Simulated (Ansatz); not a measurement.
**What strain does to AgCl (rocksalt)**

AgCl built on the rocksalt prototype, relaxed with r2SCAN in Ansatz 0.2.0. The symmetry is Fm-3m (No. 225, cubic); conventional cell a = 5.546 Å, 21.33 Å³ an atom. Ag is surrounded by 6 Cl at 2.77 Å; Cl is surrounded by 6 Ag at 2.77 Å.

The axes x, y and z are those of this cell:
```
CELL_PARAMETERS angstrom
0.00000 2.77318 2.77318
2.77318 0.00000 2.77318
2.77318 2.77318 0.00000
ATOMIC_POSITIONS crystal
Ag 0.00000 0.00000 0.00000
Cl 0.50000 0.50000 0.50000
```

Unstrained: With PBE the valence top lies at L and the conduction bottom at Γ, 0.912 eV higher; the smallest vertical gap, at Γ–K (0.10 of the way from Γ), is 3.005 eV. r2SCAN gives an indirect gap of 1.475 eV, from L to Γ; the least direct gap is 3.590 eV at Γ–K (0.10 of the way from Γ). With HSE06 the valence top lies at L and the conduction bottom at Γ, 2.411 eV higher; the smallest vertical gap, at Γ–K (0.10 of the way from Γ), is 4.544 eV. Meshes: PBE 8×8×8, r2SCAN 8×8×8, HSE06 6×6×6. Strains are changes of length per length. After each strain the atoms were relaxed again with r2SCAN within the symmetry that the strain leaves, so tilts or polar shifts that break it weren't tested; points keep the names that they have in the unstrained zone. Calculated for a static, non-magnetic cell.

Changes of the least gap in eV (an overlap counts as a negative gap):
```tsv
strain	volume change (%)	space group	PBE	r2SCAN	HSE06	energy rise, r2SCAN (meV/atom)
epitaxial -1.0 % in the xy plane, free normal strain +1.13 %	-0.9	I4/mmm	-0.068	-0.069	-0.078	0.9
epitaxial +2.0 % in the xy plane, free normal strain -2.22 %	+1.7	I4/mmm	-0.106	-0.117	-0.122	3.0
uniaxial +1.0 % along z	+1.0	I4/mmm	-0.028	-0.031	-0.030	0.5
uniaxial +5.0 % along [111]	+5.0	R-3m	-0.029	-0.040	-0.028	9.4
isotropic +5.0 % on every length	+15.8	Fm-3m	+0.076	+0.047	+0.088	62.2
```

Epitaxial -1.0 % in the xy plane, free normal strain +1.13 %. HSE06: the gap goes from 2.411 to 2.333 eV (-0.078 eV). Stress change with r2SCAN, compression positive: xx +0.73, yy +0.73, zz +0.05 GPa.

Epitaxial +2.0 % in the xy plane, free normal strain -2.22 %. HSE06: the gap goes from 2.411 to 2.289 eV (-0.122 eV). Stress change with r2SCAN, compression positive: xx -1.02, yy -1.02, zz +0.03 GPa.

Uniaxial +1.0 % along z, other directions held. HSE06: the gap goes from 2.411 to 2.381 eV (-0.030 eV). Stress change with r2SCAN, compression positive: xx -0.39, yy -0.39, zz -0.65 GPa.

Uniaxial +5.0 % along [111], other directions held. HSE06: the gap goes from 2.411 to 2.383 eV (-0.028 eV); the L points, equivalent before, split by 75 meV, and the valence top lies at those like (0, 0, 1/2). Stress change with r2SCAN, compression positive: xx -2.21, yy -2.21, zz -2.21, xy -0.24, xz -0.24, yz -0.24 GPa.

Isotropic +5.0 % on every length. HSE06: the gap goes from 2.411 to 2.499 eV (+0.088 eV). Stress change with r2SCAN, compression positive: xx -5.04, yy -5.04, zz -5.04 GPa. For HSE06, dE_g/d ln V = 0.6 eV over this step.

Spin-orbit coupling is left out.

Where an edge lies off the special points, it is a point of the mesh or the k point where a search put PBE's edge or least direct gap, reused for the other functionals, whose own edges may lie a little apart.

The meshes of the hybrids are coarse, so their gaps aren't converged to the digits shown.
